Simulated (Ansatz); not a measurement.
# SiO2 under changes of volume

One of the cells (13.656 Å³/atom); the others are scaled copies at fixed shape and fractional positions:

```
CELL_PARAMETERS angstrom
5.06109 0.00000 0.00000
-2.53054 4.38303 0.00000
0.00000 0.00000 5.54050
ATOMIC_POSITIONS crystal
Si 0.50000 0.00000 0.00000
Si 0.50000 0.50000 0.33333
Si 0.00000 0.50000 0.66667
O 0.41726 0.20863 0.16667
O 0.79137 0.20863 0.83333
O 0.20863 0.41726 0.50000
O 0.58274 0.79137 0.16667
O 0.20863 0.79137 0.83333
O 0.79137 0.58274 0.50000
```

The cell comes from a database or a generator and needn't be the stable form of this composition.

| Quantity | Value |
| --- | --- |
| Program | Ansatz 0.2.0 |
| Functional | PBE |
| Potentials or basis | Ansatz PAW |
| Cutoff | 420 eV (not typed: the program's choice for these potentials) |
| k mesh | 6 × 6 × 5 |
| Occupations | fermi-dirac, width 0.05 eV |
| Spin | no spin polarisation |

```tsv
volume (Å³/atom)	energy over the lowest point (meV/atom)	pressure (GPa)	gap on the mesh (eV)	largest force (eV/Å)
12.837	63.54	18.5	6.03	0.789
13.110	36.38	13.5	5.94	0.594
13.383	17.19	9.0	5.83	0.414
13.656	5.29	5.0	5.71	0.249
13.929	0.00	1.3	5.59	0.097
14.202	?	?	?	?
14.475	6.73	-5.1	5.32	0.172
```

Question: What does the run at 14.202 Å³/atom give?

Answer: Energy over the lowest point 0.65 meV/atom; pressure -2.0 GPa; gap on the mesh 5.46 eV; largest force 0.043 eV/Å.

Worked out: A Birch-Murnaghan fit of order 3 (a polynomial in V^(-2/3)) to the other rows has its minimum at 14.03 Å³/atom with B0 = V·E''(V) = 174 GPa and B' = 4.0 at fixed shape and positions, which overstates the stiffness. It gives 0.65 meV/atom at 14.202 Å³/atom, against the run's 0.65, and -dE/dV = -2.0 GPa, against -2.0. A parabola through the other rows of the gap, of slope -7.04 eV per unit of ln V there, gives 5.46 eV, against the run's 5.46.

Energies are extrapolated to zero smearing.

Caveats: odd divisions of the mesh miss points on the zone boundary, where band edges often lie, so the gap on the mesh can be too wide.

A mesh can miss the band edges.
